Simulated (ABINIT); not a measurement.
Crystal: Hf.

```
Hf
1.0
     3.19670    0.00000    0.00000
    -1.59835    2.76842    0.00000
     0.00000    0.00000    5.05780
Hf
2
Direct
  0.66667 0.33333 0.75000
  0.33333 0.66667 0.25000
```

Base run:

```yaml
Program: ABINIT 10.8.3 (patched build)
Functional: PW91
Potentials_or_basis: JTH PAW PBE v2.0
Cutoff: 517 eV
k_mesh: 10 × 10 × 5
Occupations: fermi-dirac, width 0.05 eV
Spin: no spin polarisation
```

Its results: band gap on the k mesh none (metal or under the smearing width); pressure 0.0 GPa.

**Question.** The run is repeated on the same cell with these changes: functional from PW91 to RPBE. What comes out?

**Answer.** Band gap on the k mesh none (metal or under the smearing width); pressure 3.3 GPa.

RPBE binds less tightly than PW91, so the same cell stands under more pressure.

Caveats: the PAW data sets were made with another functional, which shifts forces and pressure a little.

Not every run made on this cell is shown here.
